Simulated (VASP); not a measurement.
A run of VASP 6.6.1:

File POSCAR:

```
BN
1.0
    0.0000000000      1.6660416897      1.7458259350
    1.6660416897      0.0000000000      1.7458259350
    1.6660416897      1.6660416897      0.0000000000
B N
1 1
Direct
    0.0000000000      0.0000000000      0.0000000000
    0.5000000000      0.5000000000      0.5000000000
```

File INCAR.step1:

```
ALGO = Normal ; EDIFF = 1E-5
ENCUT = 520 ; GGA = PE
ISIF = 2 ; ISMEAR = 0
LASPH = T ; LCHARG = F
LREAL = F ; LWAVE = T
NBANDS = 11 ; NELM = 100
PREC = Accurate ; SIGMA = 0.01
```

The input INCAR.step2:

```
ALGO = Normal ; EDIFF = 1E-7
ENCUT = 520 ; GGA = PE
HFSCREEN = 0.2079 ; ISIF = 2
ISMEAR = 0 ; ISTART = 1
LASPH = T ; LCHARG = F
LHFCALC = T ; LREAL = F
LWAVE = F ; NBANDS = 11
NELM = 100 ; PREC = Accurate
PRECFOCK = Normal ; SIGMA = 0.01
```

File KPOINTS:

```
k-points
0
Gamma
  8 8 8
```

Potentials or basis: VASP PAW PBE potentials, release 64 (B, N).

Launch:

```sh
$ cat potpaw_PBE.64/B/POTCAR potpaw_PBE.64/N/POTCAR > POTCAR
$ cp INCAR.step1 INCAR
$ mpirun -np 1 vasp_std > vasp.out
$ cp INCAR.step2 INCAR
$ mpirun -np 1 vasp_std > vasp.out
```

Hardware: 1 thread of Intel(R) Xeon(R) Platinum 8488C (Sapphire Rapids) (shared host).

**Question.** Estimate the wall time of this run.

**Answer.** It took 12 min on 1 thread of Intel(R) Xeon(R) Platinum 8488C (Sapphire Rapids) (shared host), peak memory 0.22 GiB. Counts: scf iterations 11, k points 59.
